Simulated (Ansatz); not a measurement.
**Zr2COS MXene bilayer (AA) in a perpendicular field**

Aim: how the Zr2COS MXene bilayer (AA) screens a field along its normal, and what the field does to its bands. A positive field points along +c.

Calculated with Ansatz 0.2.0; plane-wave DFT, LDA, Ansatz PAW.

**1. The structure**

The cell holds 10 atoms: 2 S, 4 Zr, 2 C and 2 O. Cell: a = 3.289 Å, b = 3.289 Å, c = 59.223 Å, α = 90.0°, β = 90.0°, γ = 120.0°. Regions: layer 1: Zr2COS MXene, 5 atoms (1 S, 2 Zr, 1 C and 1 O); layer 2: Zr2COS MXene, 5 atoms (1 S, 2 Zr, 1 C and 1 O). Vacuum lies along c.

**2. Relaxing the slab**

The starting cell is a guess, so the in-plane lattice and the atoms are relaxed first, with the slab cut off from its images along the normal.

File input.yaml:

```yaml
crystal:
  lattice:
    - [3.289, 0.0, 0.0]
    - [-1.6445, 2.848357553, 0.0]
    - [0.0, 0.0, 59.2232453272]
  atoms:
    - { symbol: S, position: [0.3333333333, 0.6666666667, 0.3807626528] }
    - { symbol: Zr, position: [0.6666666667, 0.3333333333, 0.4113654589] }
    - { symbol: C, position: [0.0, 0.0, 0.4332783373] }
    - { symbol: Zr, position: [0.3333333333, 0.6666666667, 0.4551912157] }
    - { symbol: O, position: [0.6666666667, 0.3333333333, 0.4750942389] }
    - { symbol: S, position: [0.3333333333, 0.6666666667, 0.5249057611] }
    - { symbol: Zr, position: [0.6666666667, 0.3333333333, 0.5555085672] }
    - { symbol: C, position: [0.0, 0.0, 0.5774214456] }
    - { symbol: Zr, position: [0.3333333333, 0.6666666667, 0.599334324] }
    - { symbol: O, position: [0.6666666667, 0.3333333333, 0.6192373472] }
  periodic: [true, true, false]
kpoints:
  mp_grid: { grid: [12, 12, 1] }
hamiltonian:
  xc: lda
scf:
  occupations: { method: fermi_dirac, width: 0.05 }
  convergence: { dr2_threshold: 1.0e-09 }
relax:
  f_tol: 0.004
  max_steps: 90
  cell: {}
output:
  write_potential: true
  write_density: true
  volumetric_format: npy
```

The run is started by

```sh
$ ansatz run input.yaml --threads 4 --pin off --max-ram 6144MiB --backend cpu --events-out ev --progress --plain --runs-dir out
```

Numbers of over 12 decimals in the logs are rounded to 6 here.

Output:

```text
Warning: relax.cell: scf.convergence.dr2_threshold = 1e-9 eV is looser than the 1.71841689075e-10 eV advised for a relaxation that steers and ends on the stress (1e-10 eV for each atom of the cell: 10, times the square of relax.cell.stress_2d_tol = 0.05 N/m over 24.1 Å (the atoms' height at the walk's start and 5 Å past either face), 2.073e-2 GPa, over a crystal's default 0.05). What an SCF threshold leaves in a stress goes as its square root, and in the free energy as the threshold itself, and one threshold admits the most on a small cell: [figures from the program's tests cut] Set scf.convergence.dr2_threshold to 1.71841689075e-10 eV or tighter. [rest of the remark cut]
Engine: ansatz 0.2.0, x86_64-unknown-linux-gnu
Pseudopotentials: kind: paw
Pseudopotential: S, paw, valence charge 6, recommended cutoff 420 eV (normal), S.paw.azcp
Pseudopotential: Zr, paw, valence charge 12, recommended cutoff 420 eV (normal), Zr.paw.azcp
Pseudopotential: C, paw, valence charge 4, recommended cutoff 420 eV (normal), C.paw.azcp
Pseudopotential: O, paw, valence charge 6, recommended cutoff 420 eV (normal), O.paw.azcp
Functional definition: SPW92
  exchange = slater_x
  correlation = pw_c
Crystal: 10 atoms, lattice volume = 554.818 Å³
Basis set: ecut = 420 eV, 11021 PW (Γ)
Bands: 50, of which v1, the nominal top of the filled ones, is band 40 counted from 1 (39 counted from 0)
Symmetry: 6 space group operations
Space group: P3m1 (ITA 156), of the structure as read, at distance tolerance 8.2e-5 Å
k-points: 19 of 144 (time reversal used)
Non-local potential: S, projectors of the file, l = 0: 2, l = 1: 2, l = 2: 2
Non-local potential: Zr, projectors of the file, l = 0: 3, l = 1: 2, l = 2: 2, l = 3: 2
Non-local potential: C, projectors of the file, l = 0: 2, l = 1: 2, l = 2: 1
Non-local potential: O, projectors of the file, l = 0: 2, l = 1: 2, l = 2: 1
PAW form: soft (Blöchl's): semilocal exchange-correlation on the pseudo side does not see the compensation charge
PAW frozen core: S, regenerated for the run's functional, and the local potential with it (the file was generated under x = pbe(κ = 0.804, μ = 0.219515), c = pbe(β = 0.066725))
PAW frozen core: Zr, regenerated for the run's functional, and the local potential with it (the file was generated under x = pbe(κ = 0.804, μ = 0.219515), c = pbe(β = 0.066725))
PAW frozen core: C, regenerated for the run's functional, and the local potential with it (the file was generated under x = pbe(κ = 0.804, μ = 0.219515), c = pbe(β = 0.066725))
PAW frozen core: O, regenerated for the run's functional, and the local potential with it (the file was generated under x = pbe(κ = 0.804, μ = 0.219515), c = pbe(β = 0.066725))
PAW one-centre angular grid: S, 110 points (default); XC on 64 Gauss nodes
PAW one-centre angular grid: Zr, 590 points (default); XC on 64 Gauss nodes
PAW one-centre angular grid: C, 110 points (default); XC on 64 Gauss nodes
PAW one-centre angular grid: O, 110 points (default); XC on 64 Gauss nodes
Initial density: superposition of atomic densities (neutral atoms: chi_scale 0, normalization atom), corrected by the library's trained network
Initial wavefunctions: pseudopotential atomic-orbital guess
Functional: x = slater, c = lda
SCF iter   1: F=—  HF=-19656.496785 eV  |F-HF|=—  |Δ(HF+E_count)|=         —  Δρ=1.05e-2  dr2=4.79e1  ethr=1.77e-3  ⟨swp⟩=11.8  Hψ=6108  notcnv=0  defer=29
preconditioner: auto → LDOS  [metal: Δε(μ)=0.055 eV  Ē_g=7.968 eV  σ=0.050 eV  W_gap=0.27  n_scr=36 (ndim 8)  ℏωp=10.9 eV  f_vac=0.708  D(μ)=2.16/eV (n_scr^D=14)  β→1.0]
SCF iter   2: F=—  HF=-19656.221446 eV  |F-HF|=—  |Δ(HF+E_count)|=   2.75e-1  Δρ=8.55e-3  dr2=7.62e0  ethr=1.77e-3  ⟨swp⟩=3.3  Hψ=1788  notcnv=0  defer=54
SCF iter   3: F=—  HF=-19656.064025 eV  |F-HF|=—  |Δ(HF+E_count)|=   1.57e-1  Δρ=2.22e-3  dr2=5.02e-1  ethr=1.77e-3  ⟨swp⟩=3.0  Hψ=1731  notcnv=0  defer=54
SCF iter   4: F=—  HF=-19656.052860 eV  |F-HF|=—  |Δ(HF+E_count)|=   1.12e-2  Δρ=4.90e-4  dr2=2.51e-2  ethr=6.28e-4  ⟨swp⟩=1.8  Hψ=1276  notcnv=0  defer=55
SCF iter   5: F=—  HF=-19656.053203 eV  |F-HF|=—  |Δ(HF+E_count)|=   3.43e-4  Δρ=2.28e-4  dr2=6.11e-3  ethr=3.14e-5  ⟨swp⟩=2.8  Hψ=1480  notcnv=0  defer=64
SCF iter   6: F=—  HF=-19656.053192 eV  |F-HF|=—  |Δ(HF+E_count)|=   1.05e-5  Δρ=1.18e-4  dr2=2.51e-4  ethr=7.64e-6  ⟨swp⟩=1.8  Hψ=1137  notcnv=0  defer=64
SCF iter   7: F=—  HF=-19656.053234 eV  |F-HF|=—  |Δ(HF+E_count)|=   4.19e-5  Δρ=5.78e-5  dr2=1.23e-4  ethr=3.14e-7  ⟨swp⟩=3.0  Hψ=1868  notcnv=0  defer=64
SCF iter   8: F=—  HF=-19656.053229 eV  |F-HF|=—  |Δ(HF+E_count)|=   5.35e-6  Δρ=2.19e-5  dr2=2.01e-5  ethr=1.54e-7  ⟨swp⟩=2.5  Hψ=1252  notcnv=0  defer=64
SCF iter   9: F=—  HF=-19656.053232 eV  |F-HF|=—  |Δ(HF+E_count)|=   3.06e-6  Δρ=5.54e-6  dr2=1.83e-6  ethr=2.51e-8  ⟨swp⟩=2.7  Hψ=1631  notcnv=0  defer=64
SCF iter  10: F=—  HF=-19656.052826 eV  |F-HF|=—  |Δ(HF+E_count)|=   4.06e-4  Δρ=2.07e-6  dr2=9.91e-8  ethr=2.29e-9  ⟨swp⟩=2.5  Hψ=1422  notcnv=0  defer=64
SCF iter  11: F=—  HF=-19656.052826 eV  |F-HF|=—  |Δ(HF+E_count)|=   1.46e-8  Δρ=1.11e-6  dr2=8.36e-9  ethr=1.24e-10  ⟨swp⟩=3.2  Hψ=2004  notcnv=0  defer=64
SCF iter  12: F=-19656.052826 eV  HF=-19656.052826 eV  |F-HF|=1.27e-9  |Δ(HF+E_count)|=  7.13e-10  Δρ=3.05e-7  dr2=8.20e-10  ethr=1.25e-12  ⟨swp⟩=13.5  Hψ=8635  notcnv=0
SCF 1 converged in 12 iterations: F = -19656.052826 eV  dr2 = 8.20e-10
  greatest PAW one-centre occupation: 0.997 electrons in one spin orbital (limit 2), on the Zr atom at site 6 (counted from 0), in its partial waves of l = 0
relax step   1: F+E_penalty+E_count = -19656.05282625 eV  Δ(F+E_penalty+E_count) = +0.000e0 eV  max|allowed force component| = 4.679e0 eV/Å  Δτ_max = 0.0000 Å  P = -6.289 N/m  Ω = 554.818 Å³  fix = [c, alpha, beta]  reactions: c -0.000 N/m  (12 SCF iters, accepted)
Crystal: 10 atoms, lattice volume = 556.814 Å³
Basis set: ecut = 420 eV, 11081 PW (Γ)
Initial density: handed on by an earlier stage of this run
Initial wavefunctions: those handed on with the density
SCF iter   1: F=—  HF=-19657.947520 eV  |F-HF|=—  |Δ(HF+E_count)|=         —  Δρ=1.32e-2  dr2=4.83e0  ethr=3.10e-3  ⟨swp⟩=15.5  Hψ=5228  notcnv=0  defer=14
preconditioner: auto → LDOS  [metal: Δε(μ)=0.055 eV  Ē_g=8.602 eV  σ=0.050 eV  W_gap=0.26  n_scr=36 (ndim 8)  ℏωp=10.9 eV  f_vac=0.710  D(μ)=1.60/eV (n_scr^D=12)  β→1.0]
SCF iter   2: F=—  HF=-19658.143611 eV  |F-HF|=—  |Δ(HF+E_count)|=   1.96e-1  Δρ=1.75e-2  dr2=4.93e0  ethr=3.10e-3  ⟨swp⟩=7.3  Hψ=2920  notcnv=0  defer=57
[...]
relax step   9: F+E_penalty+E_count = -19657.74301346 eV  Δ(F+E_penalty+E_count) = +1.340e-4 eV  max|allowed force component| = 1.032e-1 eV/Å  Δτ_max = 0.0232 Å  P = -0.122 N/m  Ω = 572.072 Å³  energy of the carried Pulay correction = -8.916e-3 eV  fix = [c, alpha, beta]  reactions: c -0.000 N/m  (10 SCF iters, accepted)
relax step  10: F+E_penalty+E_count = -19657.74353793 eV  Δ(F+E_penalty+E_count) = -5.245e-4 eV  max|allowed force component| = 7.137e-3 eV/Å  Δτ_max = 0.0030 Å  P = +0.006 N/m  Ω = 571.851 Å³  energy of the carried Pulay correction = -8.804e-3 eV  fix = [c, alpha, beta]  reactions: c +0.000 N/m  (9 SCF iters, accepted)
relax step  11: F+E_penalty+E_count = -19657.74353474 eV  Δ(F+E_penalty+E_count) = +3.188e-6 eV  max|allowed force component| = 1.384e-3 eV/Å  Δτ_max = 0.0006 Å  P = -0.007 N/m  Ω = 571.866 Å³  energy of the carried Pulay correction = -8.811e-3 eV  fix = [c, alpha, beta]  reactions: c -0.000 N/m  (6 SCF iters, accepted)
relax step  12: F+E_penalty+E_count = -19657.75429949 eV  Δ(F+E_penalty+E_count) = -1.076e-2 eV  max|allowed force component| = 2.955e-3 eV/Å  Δτ_max = 0.0000 Å  P = +0.196 N/m  Ω = 571.866 Å³  fix = [c, alpha, beta]  reactions: c +0.000 N/m  stress off target by 1.96e-1 N/m on what of the cell is left free  SCF on the basis re-selected at this cell (its energy is not comparable with the rows above)  (7 SCF iters)
relax step  13: F+E_penalty+E_count = -19657.75412100 eV  Δ(F+E_penalty+E_count) = +1.785e-4 eV  max|allowed force component| = 3.814e-3 eV/Å  Δτ_max = 0.0020 Å  P = -0.022 N/m  Ω = 572.294 Å³  energy of the carried Pulay correction = -2.223e-4 eV  fix = [c, alpha, beta]  reactions: c -0.000 N/m  (8 SCF iters, accepted)
iter 1 solved again at ethr=9.92e-8 eV; its pass at ethr=3.10e-3 eV (dr2=7.93e-5 eV) is discarded
SCF iter   1: F=—  HF=-19657.754443 eV  |F-HF|=—  |Δ(HF+E_count)|=         —  Δρ=1.29e-5  dr2=2.65e-8  ethr=9.92e-8  ⟨swp⟩=6.4  Hψ=11063  notcnv=0
eigensolver tolerance schedule: the retry pair's looser diagonalisation over-reported the residual by 2992.10 of it (diagonalisation noise at 0.11 of the residual, at the tolerance the schedule requests for it); recorded, not acted on — ethr = c·dr2/N_el stays at c = 1.0e-1
preconditioner: auto → LDOS  [metal: Δε(μ)=0.043 eV  Ē_g=8.498 eV  σ=0.050 eV  W_gap=0.21  n_scr=36 (ndim 8)  ℏωp=10.8 eV  f_vac=0.732  D(μ)=1.11/eV (n_scr^D=10)  β→1.0]
SCF iter   2: F=—  HF=-19657.754327 eV  |F-HF|=—  |Δ(HF+E_count)|=   1.16e-4  Δρ=1.71e-6  dr2=3.14e-8  ethr=3.31e-11  ⟨swp⟩=5.7  Hψ=3702  notcnv=0
SCF iter   3: F=—  HF=-19657.754327 eV  |F-HF|=—  |Δ(HF+E_count)|=  9.06e-10  Δρ=1.50e-6  dr2=3.91e-8  ethr=3.31e-11  ⟨swp⟩=3.2  Hψ=1792  notcnv=0
SCF iter   4: F=—  HF=-19657.754327 eV  |F-HF|=—  |Δ(HF+E_count)|=   6.70e-8  Δρ=5.88e-7  dr2=4.16e-9  ethr=3.31e-11  ⟨swp⟩=2.3  Hψ=1352  notcnv=0
SCF iter   5: F=-19657.754327 eV  HF=-19657.754327 eV  |F-HF|=2.26e-10  |Δ(HF+E_count)|=   6.05e-8  Δρ=1.12e-7  dr2=1.96e-10  ethr=1.25e-12  ⟨swp⟩=15.8  Hψ=8788  notcnv=0
SCF 14 converged in 5 iterations: F = -19657.754327 eV  dr2 = 1.96e-10
relax step  14: F+E_penalty+E_count = -19657.75432705 eV  Δ(F+E_penalty+E_count) = -2.061e-4 eV  max|allowed force component| = 3.842e-3 eV/Å  Δτ_max = 0.0000 Å  P = -0.020 N/m  Ω = 572.294 Å³  fix = [c, alpha, beta]  reactions: c -0.000 N/m  stress off target by 2.02e-2 N/m on what of the cell is left free  SCF on the basis re-selected at this cell (its energy is not comparable with the rows above)  (5 SCF iters)
basis re-selected at this cell: Δ(F+E_penalty+E_count) = -2.061e-4 eV, ΔP = +0.001 N/m vs the last step (what re-selecting the basis moved, of the pressure what is left beyond the Pulay correction that the steps carried, after the strain that the cell walked since its last selection, with what the two solves' SCF thresholds leave and, on support functions, any second-order correction that the steps lacked; it is no m [...]
WARN: The output density's exchange-correlation potential varies sharply where the density is thin. Do not read a vacuum level from v_tot or v_xc, or from such a field of the output density. On a cell that repeats whose density bears no net charge and no dipole along the vacuum's axis use v_es (v_loc + v_h of the components); under efield.dipole_correction with no amplitude use v_es + v_field, which holds any externa [...]
SCF converged after 5 iterations
Free energy (F): -19657.754327 eV
Harris-Foulkes:  -19657.754327 eV  (|F-HF|=2.26e-10)
Internal energy: -19657.745246 eV  (E = F + TS)
E sigma→0 (E₀):  -19657.749787 eV
Entropy (-TS):   -0.009081 eV (-0.908 meV/atom)
Fermi energy:    -5.776808 eV
--- Per-component energies (eV) ---
  E_band       = -1765.483259
  E_kinetic    = 2086.531630
  E_local      = -605137.851838  (includes V_loc(G=0)·N_el)
  E_nonlocal   = 540.403872
  E_hartree    = 301213.680464
  E_xc         = -1083.024724
  E_vxc        = -1253.561371  (∫ρ·V_xc dr)
  E_paw        = -13007.978435  (= ΣΔE_a)
  E_vpaw       = -428.372414  (= ΣTr[D̂ρ^β])
  E_aug_tail   = 0.005073  (compensation charges beyond the density's cutoff)
  E_ewald      = 295728.381205
  E_core_change = 2.107507  (= ΣΔE_core)
  E_smearing   = -0.009081  (= −TS)
  E_closure    = 0.000000  (closes the sum)
  Σ components = -19657.754327   (vs F -19657.754327, Δ=0.00e0)
--- Forces (eV/Å), atoms counted from 1 ---
  atom   1  S      0.00000000    -0.00000000     0.00210210
  atom   2  Zr    -0.00000000     0.00000000    -0.00233136
  atom   3  C      0.00000000     0.00000000    -0.00054795
  atom   4  Zr     0.00000000     0.00000000     0.00392054
  atom   5  O      0.00000000     0.00000000    -0.00175330
  atom   6  S      0.00000000    -0.00000000     0.00110318
  atom   7  Zr     0.00000000     0.00000000    -0.00258284
  atom   8  C      0.00000000    -0.00000000     0.00000001
  atom   9  Zr     0.00000000     0.00000000     0.00298001
  atom  10  O      0.00000000     0.00000000    -0.00210970
  max |Σ_I F_I| component: 7.81e-4 eV/Å
--- 2D stress c σ (N/m, compression-positive) ---
       -0.020154       0.000000       0.000000
        0.000000      -0.020154      -0.000000
        0.000000      -0.000000      -0.000000
  P = ½ c Tr σ = -0.0202 N/m
--- Band table (eV; the first three rows and the last of 19) ---
  k-point 0: bands = [... 36 lower, -5.7509, -5.7509, -5.1226, -5.1226, -4.6509, -4.6509, -4.4161, -4.1197, ... 6 higher]
  k-point 1: bands = [... 36 lower, -6.3008, -6.0906, -5.7655, -5.4919, -4.7638, -4.3021, -4.2374, -4.0356, ... 6 higher]
  k-point 2: bands = [... 36 lower, -6.7198, -6.5439, -6.1461, -5.9689, -5.1541, -4.5351, -3.8438, -3.5336, ... 6 higher]
  k-point 18: bands = [... 36 lower, -8.0136, -7.9653, -7.6441, -7.3197, -4.0762, -3.8366, -3.6346, -3.0197, ... 6 higher]
  the weakly bound empty levels are not read free of the cell's end (no_gap_told)
--- Relaxed structure (12 steps of the walk, 11 accepted, 2 SCFs on fresh bases) ---
  F+E_penalty+E_count = -19657.75432705 eV   max|allowed force component| = 3.842e-3 eV/Å   (the final SCF, on the basis selected at the relaxed cell)
  cell:  # Å, volume = 572.2945 Å³
    - [3.340399, 0, 0]
    - [-1.670200, 2.892871, 0]
    - [0, 0, 59.2232453272]
  atoms:
    - { symbol: S, position: [0.333333, 0.666667, 0.393439] }
    - { symbol: Zr, position: [0.666667, 0.333333, 0.420708] }
    - { symbol: C, position: [2.0403615220026722e-17, 0, 0.442117] }
    - { symbol: Zr, position: [0.333333, 0.666667, 0.466460] }
    - { symbol: O, position: [0.666667, 0.333333, 0.479046] }
    - { symbol: S, position: [0.333333, 0.666667, 0.518928] }
    - { symbol: Zr, position: [0.666667, 0.333333, 0.546146] }
    - { symbol: C, position: [-2.1891466325036872e-17, 0, 0.567938] }
    - { symbol: Zr, position: [0.333333, 0.666667, 0.591361] }
    - { symbol: O, position: [0.666667, 0.333333, 0.605955] }
```

It took 2.8 min on 4 threads of Intel Xeon Platinum 8488C (Sapphire Rapids), shared host; peak memory 1.2 GiB.

Relaxation path:

```
step  energy less that of the first step (eV)  largest force component (eV/Å)  volume (Å³)
   1                                   0.0000                          4.6787       554.82
   2                                  -1.2815                          2.4194       556.81
   3                                  -1.3704                          0.7838       585.37
   4                                  -1.5743                          0.2403       569.13
   5                                  -1.6341                          0.2718       566.88
   6                                  -1.6803                          0.2820       568.59
   7                                  -1.6032                          0.6735       583.30
   8                                  -1.6903                          0.0930       571.04
   9                                  -1.6902                          0.1032       572.07
  10                                  -1.6907                          0.0071       571.85
  11                                  -1.6907                          0.0014       571.87
 12*                                  -1.7015                          0.0030       571.87
  13                                  -1.7013                          0.0038       572.29
 14*                                  -1.7015                          0.0038       572.29
```

Relaxation steps marked * repeat the geometry before them on a plane-wave basis chosen anew for their cell, so energy and pressure can jump there. Relaxation step 7 was tried and not accepted.

Forces are held to the 6 operations that the run works with; a distortion that breaks them can't arise in this run.

```
cell as run  before  after  change
      a (Å)   3.289  3.340  +1.6 %
      b (Å)   3.289  3.340  +1.6 %
```

The atoms that moved most (Å, along periodic axes as changes of fractional coordinates times the final cell, across vacuum about the mean position):

```
atom     dx     dy      dz  length
 O10  0.000  0.000  -0.787   0.787
  S1  0.000  0.000   0.751   0.751
 Zr4  0.000  0.000   0.667   0.667
  C8  0.000  0.000  -0.562   0.562
 Zr7  0.000  0.000  -0.554   0.554
 Zr2  0.000  0.000   0.553   0.553
  C3  0.000  0.000   0.523   0.523
 Zr9  0.000  0.000  -0.472   0.472
```

This step gave:

```
energy at zero smearing : -19657.7498 eV
```

The lattice constant a goes from 3.289 to 3.340 Å.

(Continued in part 2 of 3.)

[Logs are printed without paths, hosts, clocks, repeated set-up lines and the standing remarks that a program may print on its own settings, such as how far it seeks lower states.]

[Hosts, paths, dates, database ids (printed as entryN), source tags and the programs' standing remarks are cut or masked in the printed files.]

[Maps of the electrostatic potential energy from Ansatz leave out the sawtooth potential of an applied field or a dipole correction, so their vacuum need not be flat; planar profiles and work functions include it.]
